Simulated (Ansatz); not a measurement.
# W: response to strain

Aim: deform W (zz strain of +1 %) and compute stress, forces and field gradients with LAPW, PAW and all-electron datasets made for the crystal.

Program: Ansatz 0.2.0. Level of theory: DFT PBE, scalar-relativistic. These are calculated values, not measurements.

**1. The starting structure**

It takes space group Fm-3m (No. 225, cubic). Conventional cell: a = 4.060 Å, b = 4.060 Å, c = 4.060 Å, α = 90.00°, β = 90.00°, γ = 90.00°. W (site symmetry m-3m) has 12 W at 2.87 Å as nearest neighbours.

Structure file:

```
CELL_PARAMETERS angstrom
0.00000 2.03000 2.03000
2.03000 0.00000 2.03000
2.03000 2.03000 0.00000
ATOMIC_POSITIONS crystal
W 0.00000 0.00000 0.00000
```

**2. The deformed structure**

Space group Fm-3m before, I4/mmm after.

**3. LAPW, all electrons**

Contents of input.yaml:

```yaml
crystal:
  lattice:
    - [0.0, 2.03, 2.0503]
    - [2.03, 0.0, 2.0503]
    - [2.03, 2.03, 0.0]
  atoms:
    - { symbol: W, position: [0.0, 0.0, 0.0] }
kpoints:
  mp_grid: { grid: [14, 14, 14] }
  band_path:
    path:
      - [0.0, 0.0, 0.0]
      - [0.0, 0.5, 0.5]
      - [0.25, 0.75, 0.5]
      - [0.0, 0.5, 0.0]
      - [0.0, 0.0, 0.0]
      - [0.5, 0.5, 0.0]
      - [0.3725370062, 0.6274629938, 0.0]
      - [-0.3725370062, 0.3725370062, 0.0]
      - [0.0, 0.0, 0.0]
    npoints: 5
scf:
  occupations: { method: fermi_dirac, width: 0.05 }
hamiltonian:
  xc: pbe
  pseudopotentials: { kind: all_electron, lapw: { basis_error: 0.00025 } }
output:
  forces: true
  stress: true
  eigenvalues: true
```

Started as:

```console
$ ansatz run input.yaml --threads 1 --pin off --max-ram 3072MiB --backend cpu --events-out ev --progress --plain --runs-dir out
```

**4. PAW on the default files**

Contents of input.yaml:

```yaml
crystal:
  lattice:
    - [0.0, 2.03, 2.0503]
    - [2.03, 0.0, 2.0503]
    - [2.03, 2.03, 0.0]
  atoms:
    - { symbol: W, position: [0.0, 0.0, 0.0] }
kpoints:
  mp_grid: { grid: [14, 14, 14] }
scf:
  occupations: { method: fermi_dirac, width: 0.05 }
hamiltonian:
  xc: pbe
  pseudopotentials: { kind: paw }
output:
  forces: true
  stress: true
  eigenvalues: true
  efg: { contact_densities: true }
  write_density: true
  write_potential: true
  elf: true
  volumetric_format: npy
```

**5. Datasets made for this crystal**

Edit input.yaml of step 4 so:

```diff
@@ -13,3 +13,3 @@
   xc: pbe
-  pseudopotentials: { kind: paw }
+  pseudopotentials: { kind: all_electron, datasets: crystal }
 output:
@@ -19,5 +19 @@
   efg: { contact_densities: true }
-  write_density: true
-  write_potential: true
-  elf: true
-  volumetric_format: npy
```

(Steps that only read results are left out.)

What does the calculation give? Wanted: pressure; largest shear or deviatoric stress.

The runs gave:

| quantity | value |
| --- | --- |
| pressure | LAPW -7.14, PAW -7.25, crystal datasets -7.14 GPa |
| largest shear or deviatoric stress (LAPW) | 2.10 GPa |

The largest part of the stress beyond the pressure is 2.10 GPa in size, in the zz component. No run of the undeformed cell stands beside it, so the pressure holds what the given cell had before the change. PAW: stress within 0.11 GPa of LAPW. Crystal datasets: stress within 0.01 GPa of LAPW. Spin-orbit coupling is left out, though the cell holds W; in elements this heavy it can shift bands and gaps by tenths of an eV.
